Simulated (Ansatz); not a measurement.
Rows from a G0W0 calculation on PtSe2/AlSe (van der Waals superlattice) (P3m1) (Ansatz 0.2.0; G0W0 on PBE, plane waves, PAW; PAW set soft_1; 6×6×2 mesh, 710 empty bands, screening to 150 eV, PAW set soft_1 files), in eV. Spin-orbit coupling is left out.

The structure was built from a prototype and need not be the compound's stable phase.

| row | k | band | start | Σx | Σc at the solution | Vxc |
| --- | --- | --- | --- | --- | --- | --- |
| A | (0.000, -0.500, -0.500) | c1 | 8.610 | -7.859 | -3.493 | -11.418 |
| B | (0.000, -0.500, -0.500) | v1 | 5.846 | -16.876 | 1.768 | -14.521 |
| C | (0.000, -0.500, -0.500) | c2 | 9.258 | -14.155 | -3.502 | -17.822 |
| D | (0.000, 0.167, -0.500) | v1 | 7.417 | -17.085 | 1.068 | -15.445 |
| E | (0.000, 0.167, -0.500) | c2 | 9.627 | -16.388 | -3.345 | -19.907 |
| F | (0.000, 0.167, -0.500) | c1 | 8.704 | -16.051 | -2.877 | -19.054 |

Q: Work out each quasiparticle level and how far it moved.

The quasiparticle equation reads E = start + Σx + Σc(E) − Vxc.

```csv
row,E (eV),shift (eV)
A,8.676,+0.066
B,5.259,−0.587
C,9.423,+0.165
D,6.845,−0.572
E,9.801,+0.174
F,8.830,+0.126
```

The gap over the computed points goes from 1.18 eV to 1.83 eV.

Limits: not at the basis limit; no spin polarisation; d states lean on the start; no spin-orbit coupling.

[Paths, hosts, dates, memory and timing lines, banners, echoed tables and standing remarks are left out of the program output.]

[Logs are printed without paths, hosts, clocks, repeated set-up lines and the standing remarks that a program may print on its own settings, such as how far it seeks lower states.]

[Runs of the session that timed out or met a known fault of the program may be left out.]

[Cells called generated may have been cut or substituted from an entry of the Crystallography Open Database or the Materials Project.]

[Hosts, paths, dates, database ids (printed as entryN), source tags and the programs' standing remarks are cut or masked in the printed files.]
